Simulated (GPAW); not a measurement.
The system is MoS2.

```xyz
6
Lattice="3.1690 0.0000 0.0000 -1.5845 2.7444 0.0000 0.0000 0.0000 12.3240" Properties=species:S:1:pos:R:3 pbc="T T T"
Mo    1.5845    0.9148    9.2430
Mo    0.0000    1.8296    3.0810
S     1.5845    0.9148    4.6461
S     0.0000    1.8296   10.8081
S     1.5845    0.9148    1.5159
S     0.0000    1.8296    7.6779
```

Base run:

| Quantity | Value |
| --- | --- |
| Program | GPAW 26.7.0 |
| Functional | PBE |
| Potentials or basis | GPAW PAW data sets (gpaw-data 1.2.1) |
| Cutoff | 450 eV |
| Basis | pw |
| k mesh | 8 × 8 × 2 |
| Occupations | fermi-dirac, width 0.001 eV |
| Spin | no spin polarisation |

Its results: band gap on the k mesh 0.97 eV, indirect (least direct gap 1.91 eV); electronic dielectric tensor (diagonal) 13.57, 13.57, 5.87.

Problem. The run is repeated on the same cell with these changes: hubbard terms from none to Mo d U = 4.0 eV. What comes out?

Solution. Band gap on the k mesh 1.11 eV, indirect (least direct gap 1.68 eV); electronic dielectric tensor (diagonal) 13.69, 13.69, 5.92.

The U term pushes filled and empty states of the shell apart.

Caveats: the long-wavelength limit can be off by several per cent where d states take part; an odd mesh through Γ misses points on the zone boundary, where band edges often lie; response on these states lacks terms of the Hamiltonian (some runs).
